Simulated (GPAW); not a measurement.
# AlN (P6_3mc) in GPAW: notebook

Aim: see how the results for AlN move with the level of theory and the settings. Levels: vdW-DF-cx, PW91, LDA. Tasks: equation of state, band structure, one-shot levels of the hybrid HSE06.

Everything below comes from runs of GPAW 26.7.0. Logs are shortened: lines on timing, memory, paths and dates and some standing lists are left out, and cuts for length are marked. The log counts tension as positive stress, the text compression.

**What was measured.**

From “Self-assembly of well-separated AlN nanowires directly on sputtered metallic TiN films”, 2019, arxiv:1910.07391, for a bulk crystal of AlN at 10 K: band gap 6.034 eV (an exciton energy, a little under the gap).

The runs below are set against these values where they give the same quantity.

## Step 1: The crystal as given

It takes space group P6_3mc (No. 186, hexagonal). The conventional cell has a = 3.113 Å, b = 3.113 Å, c = 4.981 Å, α = 90.00°, β = 90.00°, γ = 120.00°. Al (site symmetry 3m) has 4 N at 1.89 Å as nearest neighbours. N (site symmetry 3m) is surrounded by 4 Al at 1.89 Å.

## Step 2: Equation of state, vdW-DF-cx

Contents of run.py:

```python
from ase.eos import EquationOfState
from ase.io import Trajectory, read
from ase.units import GPa
from gpaw import GPAW, PW

atoms = read('AlN.cif')

traj = Trajectory('eos.traj', 'w')
volumes, energies = [], []
for x in [0.94, 0.96, 0.98, 1.0, 1.02, 1.04, 1.06]:
    a = atoms.copy()
    a.set_cell(atoms.cell * x**(1 / 3), scale_atoms=True)
    calc = GPAW(mode=PW(800),
                xc={'name': 'vdW-DF-cx', 'backend': 'libvdwxc'},
                kpts={'size': (7, 7, 4), 'gamma': True},
                occupations={'name': 'fermi-dirac', 'width': 0.05},
                nbands=18,
                convergence={'density': 1e-05, 'energy': 1e-05},
                maxiter=150,
                txt=f'eos-{x:.2f}.txt')
    a.calc = calc
    energies.append(a.get_potential_energy(force_consistent=True))
    volumes.append(a.get_volume())
    calc.write(f'eos-{x:.2f}.gpw')
    traj.write(a)
    print(f'{x:.2f} {volumes[-1]:10.4f} A^3 {energies[-1]:14.6f} eV', flush=True)

v0, e0, B = EquationOfState(volumes, energies, eos='birchmurnaghan').fit()
print(f'V0 = {v0:.4f} A^3, E0 = {e0:.6f} eV, B0 = {B / GPa:.2f} GPa')
```

Contents of AlN.cif:

```cif
data_AlN
_cell_length_a 3.11300000
_cell_length_b 3.11300000
_cell_length_c 4.98100000
_cell_angle_alpha 90.00000000
_cell_angle_beta 90.00000000
_cell_angle_gamma 120.00000000
_space_group_name_H-M_alt 'P1'
_space_group_name_Hall 'P 1'
_space_group_IT_number 1
loop_
_space_group_symop_operation_xyz
'x,y,z'
loop_
_atom_site_label
_atom_site_type_symbol
_atom_site_symmetry_multiplicity
_atom_site_Wyckoff_symbol
_atom_site_fract_x
_atom_site_fract_y
_atom_site_fract_z
_atom_site_occupancy
Al1 Al 1 a 0.6666666667 0.3333333333 0.5000000000 1
Al2 Al 1 a 0.3333333333 0.6666666667 0.0000000000 1
N1 N 1 a 0.6666666667 0.3333333333 0.8800000000 1
N2 N 1 a 0.3333333333 0.6666666667 0.3800000000 1
```

Potentials or basis: GPAW PAW data sets (gpaw-data 1.2.1), pw.

Started as:

```console
$ OMP_NUM_THREADS=1 python run.py
```

What it wrote:

```text
__  _  _
 | _ |_)|_||  |
 |__||  | ||/\| - 26.7.0

Input parameters:
  mode=PW(ecut=800.0),
  convergence={'density': 1e-05, 'energy': 1e-05},
  kpts=MonkhorstPack(size=(7, 7, 4), gamma=True),
  maxiter=150,
  nbands=18,
  occupations=Occupations(name='fermi-dirac', width=0.05),
  xc=XC(name='vdW-DF-cx', backend='libvdwxc')

Diagonalizing LCAO Hamiltonian
Converting LCAO to pw mode

           N

           Al
        N

        Al

Atoms  # Å, Bohr magnetons
|   | symbol |         x |        y |        z |    initial magnetic moments |
|---|--------|-----------|----------|----------|-----------------------------|
| 0 |     Al |  1.524726 | 0.880301 | 2.439659 | ( 0.0000,  0.0000,  0.0000) |
| 1 |     Al | -0.000000 | 1.760602 | 0.000000 | ( 0.0000,  0.0000,  0.0000) |
| 2 |      N |  1.524726 | 0.880301 | 4.293800 | ( 0.0000,  0.0000,  0.0000) |
| 3 |      N | -0.000000 | 1.760602 | 1.854141 | ( 0.0000,  0.0000,  0.0000) |

Unit cell  # Å
| periodic |         x |        y |        z |  lengths |     angles |
|----------|-----------|----------|----------|----------|------------|
|      yes |  3.049452 | 0.000000 | 0.000000 | 3.049452 |  90.000000 |
|      yes | -1.524726 | 2.640903 | 0.000000 | 3.049452 |  90.000000 |
|      yes |  0.000000 | 0.000000 | 4.879318 | 4.879318 | 120.000000 |

Number of symmetries: 6
Symmetry operations  # r_c * U_cc + t_c -> r_c
|   | kind |            matrix            |
|---|------|------------------------------|
| 0 |  σ   |  1, 1, 0,  0,-1, 0,  0, 0, 1 |
| 1 |  E   |  1, 0, 0,  0, 1, 0,  0, 0, 1 |
| 2 |  C3  |  0, 1, 0, -1,-1, 0,  0, 0, 1 |
| 3 |  σ   |  0,-1, 0, -1, 0, 0,  0, 0, 1 |
| 4 |  σ   | -1, 0, 0,  1, 1, 0,  0, 0, 1 |
| 5 |  C3  | -1,-1, 0,  1, 0, 0,  0, 0, 1 |

BZ-sampling:
  Number of BZ points: 196
  Number of IBZ points: 28

  Monkhorst-Pack size: [7, 7, 4]
  Monkhorst-Pack shift: [0.0, 0.0, 0.125]

K-points  # in reciprocal-cell coordinates
|     |                                coordinates |     weight |
|-----|--------------------------------------------|------------|
|   0 | (  0.00000000,   0.00000000,   0.00000000) | 0.00510204 |
|   1 | (  0.00000000,   0.00000000,   0.25000000) | 0.01020408 |
|   2 | (  0.00000000,   0.00000000,   0.50000000) | 0.00510204 |
|   3 | (  0.14285714,   0.00000000,  -0.25000000) | 0.03061224 |
|   4 | (  0.14285714,   0.00000000,   0.00000000) | 0.03061224 |
|   5 | (  0.14285714,   0.00000000,   0.25000000) | 0.03061224 |
|   6 | (  0.14285714,   0.00000000,   0.50000000) | 0.03061224 |
|   7 | (  0.28571429,  -0.14285714,   0.00000000) | 0.03061224 |
|   8 | (  0.28571429,  -0.14285714,   0.25000000) | 0.06122449 |
|   9 | (  0.28571429,  -0.14285714,   0.50000000) | 0.03061224 |
| ... |                                            |            |
|  27 | (  0.42857143,   0.42857143,   0.50000000) | 0.03061224 |

Plane wave coefficients: 2028
Cutoff: 800.0 eV

Spin-components: 1 (collinear spins)
Bands:           18
Projectors:      20
Spin-degeneracy: 2
Datatype:        complex128

Parallelization:
  kpt:    1
  domain: 1
  band:   1

Density:
  Valence electrons: 16.0
  Components: 1
  Grid points: [20 20 32]
  Charge: 0.0  # |e|

Potential:
  Grid points: [20 20 32]

species:
  Al:
    name:    Aluminium
    Z:       13.0
    valence: 3
    core:    10
    charge:  0.0  # [|e|]
    compensation charges:
      type: gauss
      rc: 0.34  # [Å]
      lmax: 2
    cutoffs:
      filter: 1.91  # [Å]
      core: 2.36  # [Å]
    projectors
    | kind |    occ | energy [eV] | rcut [Å] |
    |------|--------|-------------|----------|
    |   3s |  2.000 |      -7.753 |    1.085 |
    |   3p |  1.000 |      -2.712 |    1.085 |
    |    s |        |      19.459 |    1.085 |
    |    p |        |      24.499 |    1.085 |
    |    d |        |       0.000 |    1.085 |

    Using partial waves for Al as LCAO basis

  N:
    name:    Nitrogen
    Z:       7.0
    valence: 5
    core:    2
    charge:  0.0  # [|e|]
    compensation charges:
      type: gauss
      rc: 0.18  # [Å]
      lmax: 2
    cutoffs:
      filter: 1.11  # [Å]
      core: 0.96  # [Å]
    projectors
    | kind |    occ | energy [eV] | rcut [Å] |
    |------|--------|-------------|----------|
    |   2s |  2.000 |     -18.583 |    0.603 |
    |   2p |  3.000 |      -7.089 |    0.529 |
    |    s |        |       8.629 |    0.603 |
    |    p |        |      20.123 |    0.529 |
    |    d |        |       0.000 |    0.577 |

    Using partial waves for N as LCAO basis

Reference energy: -16170.289538  # eV

eigensolver:
  PPCG
  Converge bands: occupied
  niter=2

density mixing:
  MSR1-Mixer
  Pratt-step length: 0.05
  Maximum mixing coefficient: 0.75
  Old densities: 10
  SVD Regularization: 0.005
  Good broyden scale: 1.0
  Trust region scale: 1.0
  Backstep threshold: 4.0
  History deletion threshold: 6.0
  Fourier metric: weight=20.0, sigma=0.015

occupation numbers:
  Fermi-Dirac:
    width: 0.0500  # eV

poisson solver:
  ecut: 6400.0  # eV

xc functional:
  name: vdW-DF-cx with libvdwxc
  Mode: serial
  Semilocal: GGA_X_LV_RPW86+LDA_C_PW with 2 nearest neighbor stencil
  Local blocksize: 40 x 40 x 64
  PAW datasets: PBE

convergence criteria:
- Maximum integral of absolute [dens]ity change: 1e-05 electrons / valence electron
- Maximum [total energy] change in last 3 cyles: 1e-05 eV / valence electron
- Maximum integral of absolute [eigenst]ate change: 4e-08 eV^2 / valence electron
maximum number of iterations: 150

SCF iterations
|iter     | |      energy | eigst |  dens |
|---------|-|-------------|-------|-------|
|iter:   1| |  -18.228683 | -0.22 |       |
|iter:   2| |  -17.168261 | -2.03 | -0.55 |
|iter:   3| |  -13.970546 | -0.74 | -0.60 |
|iter:   4| |  -13.988563 | -2.95 | -1.25 |
|iter:   5| |  -13.998572 | -3.62 | -1.56 |
|iter:   6| |  -13.998666 | -5.48 | -2.77 |
|iter:   7| |  -13.998684c| -6.36 | -3.17 |
|iter:   8| |  -13.998684c| -7.81c| -4.30 |
|iter:   9| |  -13.998684c| -7.60c| -4.59 |
|iter:  10| |  -13.998684c| -8.29c| -5.01c|

Converged in 10 steps
Energy contributions relative to reference atoms: (reference = -16170.289538)

Energy contributions:
  Kinetic:          46.133362
  Coulomb:         -38.779069
  Zero:              0.142098
  External:          0.000000
  Xc:              -21.495074
  Entropy:          -0.000000
  Spinorbit:         0.000000
  ----------------------------
  Free energy:     -13.998684
  Extrapolated:    -13.998684

dipole moment: (-0.000001, -0.000001, -6.601119)  # |e|*Ang

Fermi level: 7.626
Eigenvalues  # (at kpt = [0.000, 0.000, 0.000])
| band index |      eig [eV] | occ [0-2] |
|------------|---------------|-----------|
|          0 |        -8.774 |     2.000 |
|          1 |        -6.403 |     2.000 |
|          2 |         0.441 |     2.000 |
|          3 |         5.851 |     2.000 |
|          4 |         5.851 |     2.000 |
|          5 |         6.517 |     2.000 |
[... 8 lines left out ...]
|         14 |        20.494 |     0.000 |
|         15 |        20.502 |     0.000 |
|        ... |               |           |
|         17 |        21.994 |     0.000 |

Gap: 4.842 eV
Transition (v -> c):
  (s=0, k=0, n=7, [0.00, 0.00, 0.00]) -> (s=0, k=0, n=8, [0.00, 0.00, 0.00])
No difference between direct/indirect transitions
# Writing to eos-0.94.gpw (mode='')
```

stdout:

```text
0.94    39.2946 A^3     -13.998684 eV
0.96    40.1307 A^3     -14.087110 eV
0.98    40.9667 A^3     -14.147411 eV
1.00    41.8028 A^3     -14.183024 eV
1.02    42.6389 A^3     -14.196206 eV
1.04    43.4749 A^3     -14.188471 eV
1.06    44.3110 A^3     -14.162914 eV
V0 = 42.7397 A^3, E0 = -14.196160 eV, B0 = 196.70 GPa
```

Wall time 64 s (1 thread of AMD EPYC 9R45 (Zen 5), shared host); peak memory 0.33 GiB.

Results:

| Item | Value |
| --- | --- |
| Equilibrium volume | 10.68 Å³/atom |
| Bulk modulus at fixed shape and positions | 197 GPa |
| Pressure derivative of the bulk modulus | 4.3 |

Energy against volume, from the lowest point:
| volume (Å³/atom) | energy (meV/atom) |
| --- | --- |
| 9.824 | 49.38 |
| 10.033 | 27.27 |
| 10.242 | 12.20 |
| 10.451 | 3.30 |
| 10.660 | 0.00 |
| 10.869 | 1.93 |
| 11.078 | 8.32 |

Caveat: the cell was scaled at fixed shape and fractional positions, which overstates the stiffness of a crystal with free parameters, most of all of layers and chains; the PAW data sets were made with another functional, which shifts forces and pressure a little.

(Continued in part 2 of 2.)
